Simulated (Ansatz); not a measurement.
**CaSe: the band gap up the ladder of functionals**

One table from this session's results is given with a row withheld; the runs are named, their logs left out.

Program: Ansatz 0.2.0. PAW datasets, plane waves. No spin polarisation. The prototype was imposed, so other structures may be more stable.

**Starting point**

The cell was relaxed beforehand with r2SCAN.

The symmetry is Pm-3m (No. 221, cubic); conventional cell a = 3.635 Å, 24.01 Å³ an atom. Near Ca stand 8 Se at 3.15 Å; near Se stand 8 Ca at 3.15 Å.

Coordinates:

```cif
data_structure
_symmetry_space_group_name_H-M 'Pm-3m'
_symmetry_Int_Tables_number 221
_cell_length_a 3.6348
_cell_length_b 3.6348
_cell_length_c 3.6348
_cell_angle_alpha 90.000
_cell_angle_beta 90.000
_cell_angle_gamma 90.000
_cell_volume 48.02
loop_
_atom_site_label
_atom_site_type_symbol
_atom_site_symmetry_multiplicity
_atom_site_Wyckoff_symbol
_atom_site_fract_x
_atom_site_fract_y
_atom_site_fract_z
_atom_site_occupancy
Ca1 Ca 1 a 0.00000 0.00000 0.00000 1
Se1 Se 1 b 0.50000 0.50000 0.50000 1
```

Set-up of the first run:

input.yaml

```yaml
crystal:
  lattice:
    - [3.6347849047, 0.0, 0.0]
    - [0.0, 3.6347849047, 0.0]
    - [0.0, 0.0, 3.6347849047]
  atoms:
    - { symbol: Ca, position: [0.0, 0.0, 0.0] }
    - { symbol: Se, position: [0.5, 0.5, 0.5] }
kpoints:
  mp_grid: { grid: [8, 8, 8] }
  band_path:
    path:
      - [[0.0, 0.0, 0.0], [-9.23503129477e-52, 0.5, -4.415506453334e-36], [0.5, 0.5, -7.947911616001e-35], [0.0, 0.0, 0.0], [0.5, 0.5, 0.5], [-9.23503129477e-52, 0.5, -4.415506453334e-36]]
      - [[0.5, 0.5, 0.5], [0.5, 0.5, -7.947911616001e-35]]
    npoints: 10
hamiltonian:
  xc: pbe
scf:
  occupations: { method: fermi_dirac, width: 0.02 }
  n_extra_bands: 4
output:
  forces: true
  stress: true
  eigenvalues: true
  write_density: true
  write_potential: true
  elf: true
  volumetric_format: npy
```

Run with:

```
$ ansatz run input.yaml --threads 2 --pin off --max-ram 2211MiB --backend cpu --events-out ev --progress --plain --runs-dir out
```

Steps of the session up to this table: PBE band path; r2SCAN; HSE06 at the same geometry; PBE+SOC at the same geometry; PBE0; LDA at the same geometry; Quasiparticle levels, G0W0@PBE; G0W0 on PBE; DDH-PBE0; HSE06+SOC; Single point with r2SCANh; LC-ωPBE at the same geometry.

One of the session's tables, all rows but one given; the rest of the session is left out.

```
                     level  gap (eV)
                       PBE      0.77
                    r2SCAN         ?
                     HSE06      1.54
                   PBE+SOC      0.77
                      PBE0      2.21
                       LDA      0.62
G0W0@PBE (143 empty bands)      1.93
G0W0@PBE (355 empty bands)      2.06
                  DDH-PBE0      1.52
                 HSE06+SOC      1.53
                   r2SCANh      1.75
                   LC-ωPBE      6.01
```

**Question.** Estimate the row for r2SCAN.

**Answer.** gap (eV): 1.24. In the column «gap (eV)» it lies between PBE+SOC (0.77) and DDH-PBE0 (1.52).

Meshes: PBE 8×8×8, r2SCAN 8×8×8, HSE06 6×6×6, PBE+SOC 8×8×8, PBE0 6×6×6, LDA 8×8×8, DDH-PBE0 6×6×6, HSE06+SOC 4×4×4, r2SCANh 6×6×6, LC-ωPBE 6×6×6.

Against G0W0@PBE, PBE is short by 1.29 eV, at 37 % of it, and r2SCAN 60 %. PBE0 lies 0.67 eV above HSE06, which differs from it by screening the long-range exchange. G0W0 values are finite-basis, finite-mesh values.

Limits of these values: Warnings in the runs' records: stress scf threshold loose, stress exchange threshold loose.
